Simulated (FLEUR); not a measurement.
Runs of FLEUR MaX-R8.1 (later development tree) on CdSe. Symmetry: F-43m, No. 216, cubic system. Conventional cell: a = 6.141 Å, b = 6.141 Å, c = 6.141 Å, α = 90.00°, β = 90.00°, γ = 90.00°. Cd (site symmetry -43m) has 4 Se at 2.66 Å as nearest neighbours. Se (site symmetry -43m) is surrounded by 4 Cd at 2.66 Å. Measurements of this composition are mostly on another form, of space group No. 186.

| task | level | inpgen profile | gmax | muffin-tin radii | lmax | max iterations | kmax | gap on the mesh (eV) | V0 of scaled cells (Å³/atom) | B0 (GPa) |
| --- | --- | --- | --- | --- | --- | --- | --- | --- | --- | --- |
| equation of state | PBE | fast | 20 1/bohr | Cd 2.44, Se 2.07 bohr | Cd 7, Se 6 | - | 4 1/bohr | - | 29.76 | 44 |
| band structure | PBE | fast | 20 1/bohr | Cd 2.52, Se 2.14 bohr | Cd 7, Se 6 | 60 | 4 1/bohr | 0.55 | - | - |
| band structure | PBE | moderate | 22.5 1/bohr | Cd 2.52, Se 2.14 bohr | Cd 10, Se 8 | 60 | 4.5 1/bohr | 0.55 | - | - |
| equation of state | PBE | moderate | 22.5 1/bohr | Cd 2.44, Se 2.07 bohr | Cd 10, Se 8 | - | 4.5 1/bohr | - | (a) | 45 |
| band structure | LDA exchange alone (X-alpha) | - | 14.2 1/bohr | Cd 2.52, Se 2.14 bohr | Cd 10, Se 9 | 60 | 4.58 1/bohr | (b) | - | - |
| band structure | PBE | - | 14.2 1/bohr | Cd 2.52, Se 2.14 bohr | Cd 10, Se 9 | 60 | 4.58 1/bohr | 0.55 | - | - |
| equation of state | LDA exchange alone (X-alpha) | - | 14.7 1/bohr | Cd 2.44, Se 2.07 bohr | Cd 10, Se 9 | - | 4.73 1/bohr | - | 28.74 | 49 |

Alike in all rows: potentials or basis all-electron, FLAPW; no spin polarisation; cell as given; k mesh 8 × 8 × 8; smearing fermi-dirac 0.05 eV.

Q: Estimate the missing entries.

A: (a) 29.74; (b) 0.16.

Caveats: small basis for a fit (some runs); the plane-wave cutoff is short for the semicore states, which can make moduli rough (some runs).

A k mesh can miss the band edges, and the runs leave out spin-orbit coupling on Cd, Se.
